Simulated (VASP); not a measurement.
# Sn (I4_1/amd) in VASP: further runs

One crystal, Sn, is run at these levels: PBE, PBEsol; tasks: relaxation of cell and atoms.

Everything below comes from runs of VASP 6.6.1. Logs are shortened: lines on timing, memory, paths and dates and some standing lists are left out, and cuts for length are marked.

**1. The crystal as given**

The structure is tetragonal, space group I4_1/amd (No. 141). Conventional cell: a = 5.955 Å, b = 5.955 Å, c = 3.192 Å, α = 90.00°, β = 90.00°, γ = 90.00°. Sn (site symmetry -4m2) is surrounded by 6 Sn at 3.08 to 3.19 Å.

**2. Relaxation of cell and atoms, PBE**

File INCAR:

```
SYSTEM = Sn
  PREC = Accurate
  ENCUT = 300
  EDIFF = 1E-7
  ISMEAR = 0
  SIGMA = 0.03
  LREAL = .FALSE.
  LASPH = .TRUE.
  NELM = 80
  ALGO = Normal
  ISIF = 3
  LWAVE = .FALSE.
  LCHARG = .FALSE.
  GGA = PE
  IBRION = 2
  NSW = 90
  EDIFFG = -0.005
```

File KPOINTS:

```
regular mesh
0
G
  6 6 6
  0 0 0
```

File POSCAR:

```
Sn                                      
1.0
   -2.9773298103      2.9773298103      1.5958622437
    2.9773298103     -2.9773298103      1.5958622437
    2.9773298103      2.9773298103     -1.5958622437
  Sn            
     2
Direct
     0.0000000000000000    0.0000000000000000    0.0000000000000000
     0.7500000000000000    0.2500000000000000    0.5000000000000000
```

Potentials or basis: VASP PAW PBE potentials, release 64 (Sn).

On the command line:

```sh
> cat potpaw_PBE.64/Sn/POTCAR > POTCAR
> mpirun -np 1 vasp_std > vasp.out
```

OUTCAR:

```text
SYSTEM = Sn
   PREC = Accurate
   ENCUT = 300
   EDIFF = 1E-7
   ISMEAR = 0
   LREAL = .FALSE.
   LASPH = .TRUE.
   NELM = 80
   ISIF = 3
   GGA = PE
   IBRION = 2
   NSW = 90
   EDIFFG = -0.005

 ion  position               nearest neighbor table
   1  0.000  0.000  0.000-   2 3.08   2 3.08   2 3.08   2 3.08
   2  0.750  0.250  0.500-   1 3.08   1 3.08   1 3.08   1 3.08

  LATTYP: Found a body centered tetragonal cell.
 ALAT       =     5.9546596206
 C/A-ratio  =     0.5360045226

  Lattice vectors:

 A1 = (  -2.9773298103,   2.9773298103,   1.5958622437)
 A2 = (   2.9773298103,  -2.9773298103,   1.5958622437)
 A3 = (   2.9773298103,   2.9773298103,  -1.5958622437)

Analysis of symmetry for initial positions (statically):
=====================================================================
 Subroutine PRICEL returns:
 Original cell was already a primitive cell.

 Routine SETGRP: Setting up the symmetry group for a
 body centered tetragonal supercell.

 Subroutine GETGRP returns: Found 16 space group operations
 (whereof  8 operations were pure point group operations)
 out of a pool of 16 trial point group operations.

The static configuration has the point symmetry D_2d.
 The point group associated with its full space group is D_4h.

Analysis of symmetry for dynamics (positions and initial velocities):
=====================================================================
 Subroutine PRICEL returns:
 Original cell was already a primitive cell.

 Routine SETGRP: Setting up the symmetry group for a
 body centered tetragonal supercell.

 Subroutine GETGRP returns: Found 16 space group operations
 (whereof  8 operations were pure point group operations)
 out of a pool of 16 trial point group operations.

The dynamic configuration has the point symmetry D_2d.
 The point group associated with its full space group is D_4h.

 Subroutine INISYM returns: Found 16 space group operations
 (whereof  8 operations are pure point group operations),
 and found     1 'primitive' translations

----------------------------------------------------------------------------------------

                                     Primitive cell

  volume of cell :      56.5860

  direct lattice vectors                    reciprocal lattice vectors
    -2.977329810  2.977329810  1.595862244     0.000000000  0.167935711  0.313310251
     2.977329810 -2.977329810  1.595862244     0.167935711  0.000000000  0.313310251
     2.977329810  2.977329810 -1.595862244     0.167935711  0.167935711  0.000000000
[... 86 lines left out ...]
   EDIFFG = -.5E-02   stopping-criterion for IOM
   NSW    =     90    number of steps for IOM
   IBRION =      2    ionic relax: 0-MD 1-quasi-New 2-CG
   NFREE  =      1    steps in history (QN), initial steepest desc. (CG)
   ISIF   =      3    stress and relaxation
   ISYM   =      2    0-nonsym 1-usesym 2-fastsym
   POTIM  = 0.5000    time-step for ionic-motion
   TEBEG  =    0.0;   TEEND  =   0.0 temperature during run
   PSTRESS=    0.0 pullay stress
   NELECT =       8.0000    total number of electrons
   NUPDOWN=      -1.0000    fix difference up-down
   EMIN   =  10.00;   EMAX   =-10.00  energy-range for DOS
   EFERMI =   0.00;   METHOD = LEGACY
   ISMEAR =     0;   SIGMA  =   0.03  broadening in eV -4-tet -1-fermi 0-gaus
   EFERMI_NEDOS =   21; number of points for ismear=-14 and -15
   IALGO  =     38    algorithm
   IMIX   =      4    mixing-type and parameters
     AMIX     =   0.40;   BMIX     =  1.00
     AMIX_MAG =   1.60;   BMIX_MAG =  1.00
  volume/ion in A,a.u.               =      28.29       190.93
  Fermi-wavevector in a.u.,A,eV,Ry     =   0.852842  1.611637  9.896046  0.727339
  Thomas-Fermi vector in A             =   1.969192
   LORBIT       =      0    0 simple, 1 ext, 2 COOP (PROOUT), +10 PAW based schemes
   GGA     = PE    functional components
   LHFCALC =     F    Hartree Fock is set to
   AEXX    =    0.0000 exact exchange contribution
   IVDW    =     0    specifies the selected vdW correction
   LEPSILON=     F    determine dielectric tensor
   LRPA    =     F    only Hartree local field effects (RPA)
 conjugate gradient relaxation of ions
 non-spin polarized calculation
 Gauss-broadening in eV      SIGMA  =   0.03
  energy-cutoff  :      300.00
  volume of cell :       56.59
 maximum number of plane-waves:       681
 NGX is ok and might be reduce to    28
   NGX = 13   NGY = 13   NGZ = 13

 number of electron       8.0000001 magnetization

 Free energy of the ion-electron system (eV)
  ---------------------------------------------------
  ext. energy  EPLUGINS =         0.00000000
  ---------------------------------------------------
  free energy    TOTEN  =        -7.57832958 eV

  energy without entropy =       -7.57737281  energy(sigma->0) =       -7.57785120

 E-fermi :   4.9944     XC(G=0):  -9.9619

 val. band max:        4.8806885530   @ k =  -0.3333   0.3333   0.1667
 cond. band min:       4.9959611880   @ k =  -0.3333   0.3333   0.0000
 fundamental gap:      0.1152726350
 Fermi energy:         4.9944020435

 k-point     1 :       0.0000    0.0000    0.0000
  band No.  band energies     occupation
      1      -5.9577      2.00000
      2       0.9607      2.00000
      3       2.9508      2.00000
      4       2.9508      2.00000
      5       7.8532      0.00000
      6      10.7746      0.00000
      7      10.7746      0.00000
      8      11.6830      0.00000
[... 243 lines left out ...]
 k-point    24 :      -0.1667   -0.3333    0.1667
  band No.  band energies     occupation
      1      -2.2893      2.00000
      2       0.8114      2.00000
      3       1.9708      2.00000
      4       3.7299      2.00000
      5       4.2201      2.00000
      6       5.0320      0.07659
      7       7.9208      0.00000
      8       8.8695      0.00000

 [... further k-points ...]
[... 5 lines left out ...]
  --------------------------------------------------------------------------------------
  -------------------------------------------------------------------------------------
  Total        0.0073635      0.0073635      0.0020621      0.0000000      0.0000000     -0.0000000
  in kB        0.2084900      0.2084900      0.0583859      0.0000000      0.0000000     -0.0000000
  external PRESSURE =       0.1584553 kB  Pullay stress =       0.0000000 kB

 VOLUME and BASIS-vectors are now :
 -----------------------------------------------------------------------------
  energy-cutoff  :      300.00
  volume of cell :       56.59
      direct lattice vectors                 reciprocal lattice vectors
    -2.977329810  2.977329810  1.595862244     0.000000000  0.167935711  0.313310251
     2.977329810 -2.977329810  1.595862244     0.167935711  0.000000000  0.313310251
     2.977329810  2.977329810 -1.595862244     0.167935711  0.167935711  0.000000000

 POSITION                                       TOTAL-FORCE (eV/Angst)
 -----------------------------------------------------------------------------------
      0.00000      0.00000      0.00000        -0.000000     -0.000000      0.000000
      0.00000      2.97733      0.79793         0.000000      0.000000     -0.000000
 -----------------------------------------------------------------------------------
    total drift:                               -0.000000     -0.000000     -0.000000

  FREE ENERGIE OF THE ION-ELECTRON SYSTEM (eV)
  ---------------------------------------------------
  free  energy   TOTEN  =        -7.5783295844 eV

  energy  without entropy=       -7.5773728144  energy(sigma->0) =       -7.57785120

 reached required accuracy - stopping structural energy minimisation
```

OSZICAR:

```text
N       E                     dE             d eps       ncg     rms          rms(c)
DAV:   1     0.785452068213E+01    0.78545E+01   -0.21202E+03   480   0.469E+02
DAV:   2    -0.741491672828E+01   -0.15269E+02   -0.14888E+02   784   0.617E+01
DAV:   3    -0.761169235824E+01   -0.19678E+00   -0.19650E+00   552   0.910E+00
DAV:   4    -0.761212543062E+01   -0.43307E-03   -0.43307E-03   728   0.530E-01
DAV:   5    -0.761212571812E+01   -0.28750E-06   -0.28776E-06   544   0.100E-02    0.235E+00
DAV:   6    -0.759180893668E+01    0.20317E-01   -0.53767E-03   552   0.567E-01    0.140E+00
DAV:   7    -0.757816363171E+01    0.13645E-01   -0.14884E-02   520   0.940E-01    0.912E-02
DAV:   8    -0.757832550450E+01   -0.16187E-03   -0.34920E-04   672   0.133E-01    0.262E-02
DAV:   9    -0.757832969569E+01   -0.41912E-05   -0.76300E-06   568   0.203E-02    0.581E-03
DAV:  10    -0.757832962051E+01    0.75181E-07   -0.22192E-06   648   0.929E-03    0.629E-04
DAV:  11    -0.757832958444E+01    0.36071E-07   -0.54815E-08   328   0.174E-03
   1 F= -.75783296E+01 E0= -.75778512E+01  d E =-.757833E+01
```

Run time: 5.5 s. Hardware: 1 thread of Intel Xeon Platinum 8488C (Sapphire Rapids), shared host; peak memory 0.14 GiB.

Results:

- Free energy: -7.5783 eV
- Pressure after relaxing: 0.0 GPa
- Band gap on the k mesh: none (metal or under the smearing width)

Final structure:
```
Sn
1.0
    -2.97733    2.97733    1.59586
     2.97733   -2.97733    1.59586
     2.97733    2.97733   -1.59586
Sn
2
Direct
  0.00000 0.00000 0.00000
  0.75000 0.25000 0.50000
```

Caveat: the k mesh is coarse (spacing up to 0.37 Å⁻¹), so the values aren't converged; the relaxation stopped at its first step, so nothing moved.

**3. Relaxation of cell and atoms, PBEsol, target pressure 10.9 GPa, at which the enthalpy is minimised**

This run uses another cell than the first one, of 27.17 Å³/atom, 0.960 times its volume.

File INCAR:

```
SYSTEM = Sn
PREC     = Accurate       ! precision mode
ENCUT    = 600            ! plane-wave cutoff, eV
EDIFF    = 1E-6           ! SCF threshold, eV
ISMEAR   = 0              ! smearing method
SIGMA    = 0.03           ! smearing width, eV
LREAL    = .FALSE.        ! projectors in reciprocal space
LASPH    = .TRUE.         ! aspherical terms in the spheres
NELM     = 80             ! most SCF steps
ALGO     = Normal         ! electronic algorithm
ISIF     = 3              ! what is computed and relaxed
LWAVE    = .FALSE.        ! write WAVECAR
LCHARG   = .FALSE.        ! write CHGCAR
GGA      = PS             ! functional
IBRION   = 2              ! ionic algorithm
NSW      = 90             ! ionic steps
EDIFFG   = -0.01          ! ionic threshold
PSTRESS  = 109.0
```

File KPOINTS:

```
regular mesh
0
G
  12 12 12
  0 0 0
```

File POSCAR:

```
Sn
1.0
   -2.9196440750      2.9196440750      1.5938000000
    2.9196440750     -2.9196440750      1.5938000000
    2.9196440750      2.9196440750     -1.5938000000
Sn
2
Direct
    0.0000000000      0.0000000000      0.0000000000
    0.7500000000      0.2500000000      0.5000000000
```

Potentials or basis: VASP PAW PBE potentials, release 64 (Sn_d).

On the command line:

```sh
> cat potpaw_PBE.64/Sn_d/POTCAR > POTCAR
> mpirun -np 1 vasp_std > vasp.out
```

Run time: 11 min. Hardware: 1 thread of Intel Xeon 6975P-C (Granite Rapids), shared host; peak memory 0.34 GiB.

The run converged. Its results:

```yaml
Free_energy: -8.3175 eV
Relaxed_volume: 23.40 Å³/atom
Relaxed_cell: a = 4.226 Å, b = 4.226 Å, c = 4.226 Å, α = 97.22°, β = 97.22°, γ = 138.46°
Space_group_after_relaxing_to_0.05_Å: I4_1/amd (No. 141)
Energy_change_on_relaxing_the_enthalpy_is_what_falls: +101.8 meV/atom
Ionic_steps: 13
Pressure_after_relaxing: 10.9 GPa
Band_gap_on_the_k_mesh: none (metal or under the smearing width)
```

The path:
| step | energy change (eV) | largest force (eV/Å) | pressure (GPa) | volume (Å³) |
| --- | --- | --- | --- | --- |
| 1 | 0.0000 | 0.0000 | -0.62 | 54.34 |
| 2 | 1.0094 | 0.0000 | 31.88 | 40.38 |
| 3 | 0.1936 | 0.0000 | 10.48 | 46.97 |
| 4 | 0.2044 | 0.0000 | 10.92 | 46.81 |
| 5 | 0.2044 | 0.0000 | 10.86 | 46.79 |
| 6 | 0.2049 | 0.0000 | 10.92 | 46.77 |
| 7 | 0.2079 | 0.0000 | 10.94 | 46.74 |
| 8 | 0.2051 | 0.0000 | 10.98 | 46.77 |
| 9 | 0.2061 | 0.0000 | 10.95 | 46.76 |
| 10 | 0.2053 | 0.0000 | 10.98 | 46.77 |
| 11 | 0.2054 | 0.0000 | 10.96 | 46.77 |
| 12 | 0.2012 | 0.0000 | 10.83 | 46.83 |
| 13 | 0.2035 | 0.0000 | 10.92 | 46.79 |

Final structure:
```
Sn
1.0
    -2.79406    2.79406    1.49848
     2.79406   -2.79406    1.49848
     2.79406    2.79406   -1.49848
Sn
2
Direct
  0.00000 0.00000 0.00000
  0.75000 0.25000 0.50000
```

Levels at points of the mesh, in eV from the Fermi level:
| k point | band 10 | band 11 | band 12 | band 13 | band 14 | band 15 | band 16 | band 17 | band 18 |
| --- | --- | --- | --- | --- | --- | --- | --- | --- | --- |
| (0.00, 0.00, 0.00) | -21.10 | -12.38 | -3.40 | -2.51 | -2.51 | 2.63 | 6.79 | 6.79 | 8.16 |
| (0.50, 0.00, 0.00) | -21.18 | -7.18 | -5.98 | -2.20 | -2.15 | -1.39 | 2.08 | 3.16 | 5.38 |
| (0.50, 0.50, 0.00) | -21.29 | -9.84 | -9.84 | 0.45 | 0.45 | 1.69 | 1.69 | 6.89 | 6.89 |
| (0.50, 0.50, 0.50) | -21.37 | -8.09 | -8.09 | -5.78 | -5.78 | 5.85 | 5.85 | 10.61 | 10.61 |

Caveat: the cell is relaxed towards a set pressure, so the enthalpy falls and the energy may rise; the PAW data sets were made with another functional, which shifts forces and pressure a little.

**4. Relaxation of cell and atoms, PBEsol, target pressure 10.9 GPa, at which the enthalpy is minimised**

This run uses another cell than the first one, of 23.40 Å³/atom, 0.827 times its volume.

INCAR: that of step 3 with these lines changed.

```diff
@@ -3,3 +3,3 @@
 ENCUT    = 600            ! plane-wave cutoff, eV
-EDIFF    = 1E-6           ! SCF threshold, eV
+EDIFF    = 1E-7           ! SCF threshold, eV
 ISMEAR   = 0              ! smearing method
@@ -16,3 +16,3 @@
 NSW      = 90             ! ionic steps
-EDIFFG   = -0.01          ! ionic threshold
+EDIFFG   = -0.005         ! ionic threshold
 PSTRESS  = 109.0
```

KPOINTS is that of step 3.

File POSCAR:

```
Sn                                      
1.0
   -2.7940594415      2.7940594415      1.4984842913
    2.7940594415     -2.7940594415      1.4984842913
    2.7940594415      2.7940594415     -1.4984842913
  Sn            
     2
Direct
     0.0000000000000000    0.0000000000000000    0.0000000000000000
     0.7500000000000000    0.2500000000000000    0.5000000000000000
```

On the command line:

```sh
> cat potpaw_PBE.64/Sn_d/POTCAR > POTCAR
> mpirun -np 1 vasp_std > vasp.out
```

Run time: 3 min. Hardware: 1 thread of Intel Xeon 6975P-C (Granite Rapids), shared host; peak memory 0.31 GiB.

It converged, with:

* Free energy: -8.3161 eV
* Relaxed volume: 23.39 Å³/atom
* Relaxed cell: a = 4.225 Å, b = 4.225 Å, c = 4.225 Å, α = 97.22°, β = 97.22°, γ = 138.46°
* Space group after relaxing (to 0.05 Å): I4_1/amd (No. 141)
* Energy change on relaxing (the enthalpy is what falls): +0.5 meV/atom
* Ionic steps: 3
* Pressure after relaxing: 10.9 GPa
* Band gap on the k mesh: none (metal or under the smearing width)

Step by step:
```csv
step,energy change (eV),largest force (eV/Å),pressure (GPa),volume (Å³)
1,0.0000,0.0000,10.87,46.79
2,0.0023,0.0000,10.95,46.76
3,0.0010,0.0000,10.91,46.78
```

Final structure:
```
CELL_PARAMETERS angstrom
-2.79363 2.79363 1.49846
2.79363 -2.79363 1.49846
2.79363 2.79363 -1.49846
ATOMIC_POSITIONS crystal
Sn 0.00000 0.00000 0.00000
Sn 0.75000 0.25000 0.50000
```

Levels at points of the mesh, in eV from the Fermi level:
| k point | band 10 | band 11 | band 12 | band 13 | band 14 | band 15 | band 16 | band 17 | band 18 |
| --- | --- | --- | --- | --- | --- | --- | --- | --- | --- |
| (0.00, 0.00, 0.00) | -21.11 | -12.38 | -3.40 | -2.51 | -2.51 | 2.63 | 6.79 | 6.79 | 8.16 |
| (0.50, 0.00, 0.00) | -21.18 | -7.19 | -5.99 | -2.20 | -2.16 | -1.39 | 2.08 | 3.16 | 5.38 |
| (0.50, 0.50, 0.00) | -21.29 | -9.85 | -9.85 | 0.45 | 0.45 | 1.69 | 1.69 | 6.89 | 6.89 |
| (0.50, 0.50, 0.50) | -21.37 | -8.09 | -8.09 | -5.78 | -5.78 | 5.85 | 5.85 | 10.61 | 10.61 |

Caveat: the cell is relaxed towards a set pressure, so the enthalpy falls and the energy may rise; the PAW data sets were made with another functional, which shifts forces and pressure a little.

**5. Relaxation of cell and atoms, PBEsol**

This run uses another cell than the first one, of 27.17 Å³/atom, 0.960 times its volume.

File INCAR:

```
SYSTEM = Sn
ALGO     = Normal         ! electronic algorithm
EDIFF    = 1E-6           ! SCF threshold, eV
EDIFFG   = -0.01          ! ionic threshold
ENCUT    = 600            ! plane-wave cutoff, eV
GGA      = PS             ! functional
IBRION   = 2              ! ionic algorithm
ISIF     = 3              ! what is computed and relaxed
ISMEAR   = 0              ! smearing method
LASPH    = .True.         ! aspherical terms in the spheres
LCHARG   = .False.        ! write CHGCAR
LREAL    = .False.        ! projectors in reciprocal space
LWAVE    = .False.        ! write WAVECAR
NELM     = 80             ! most SCF steps
NSW      = 90             ! ionic steps
PREC     = Accurate       ! precision mode
SIGMA    = 0.03           ! smearing width, eV
```

File KPOINTS:

```
k-points
0
Gamma
  12 12 12
  0 0 0
```

File POSCAR:

```
Sn
1.0
   -2.9196440750      2.9196440750      1.5938000000
    2.9196440750     -2.9196440750      1.5938000000
    2.9196440750      2.9196440750     -1.5938000000
Sn
2
Direct
    0.0000000000      0.0000000000      0.0000000000
    0.7500000000      0.2500000000      0.5000000000
```

On the command line:

```sh
> cat potpaw_PBE.64/Sn_d/POTCAR > POTCAR
> mpirun -np 1 vasp_std > vasp.out
```

It took 8.5 min on 1 thread of Intel Xeon Platinum 8488C (Sapphire Rapids), shared host; peak memory 0.33 GiB.

The run converged. Its results:

| Item | Value |
| --- | --- |
| Free energy | -8.5225 eV |
| Relaxed volume | 26.85 Å³/atom |
| Relaxed cell | a = 4.413 Å, b = 4.413 Å, c = 4.413 Å, α = 97.37°, β = 97.37°, γ = 138.01° |
| Space group after relaxing (to 0.05 Å) | I4_1/amd (No. 141) |
| Energy gained by relaxing | 0.8 meV/atom |
| Ionic steps | 6 |
| Pressure after relaxing | 0.0 GPa |
| Band gap on the k mesh | none (metal or under the smearing width) |

The path:
```csv
step,energy change (eV),largest force (eV/Å),pressure (GPa),volume (Å³)
1,0.0000,0.0000,-0.62,54.34
2,-0.0013,0.0000,0.20,53.52
3,-0.0014,0.0000,0.05,53.68
4,-0.0014,0.0000,0.03,53.69
5,-0.0015,0.0000,0.01,53.69
6,-0.0015,0.0000,0.01,53.69
```

Final structure:
```xyz
2
Lattice="-2.9136 2.9136 1.5811 2.9136 -2.9136 1.5811 2.9136 2.9136 -1.5811" Properties=species:S:1:pos:R:3 pbc="T T T"
Sn    0.0000    0.0000    0.0000
Sn    0.0000    2.9136    0.7906
```

Levels at points of the mesh, in eV from the Fermi level:
| k point | band 12 | band 13 | band 14 | band 15 | band 16 | band 17 |
| --- | --- | --- | --- | --- | --- | --- |
| (0.00, 0.00, 0.00) | -3.66 | -2.02 | -2.02 | 2.93 | 6.24 | 6.24 |
| (0.50, 0.00, 0.00) | -5.43 | -2.33 | -1.74 | -1.14 | 2.23 | 2.87 |
| (0.50, 0.50, 0.00) | -8.97 | 0.58 | 0.58 | 1.55 | 1.55 | 6.11 |
| (0.50, 0.50, 0.50) | -7.61 | -4.88 | -4.88 | 5.14 | 5.14 | 9.43 |

Caveat: the PAW data sets were made with another functional, which shifts forces and pressure a little.

(Continued in part 2 of 2.)
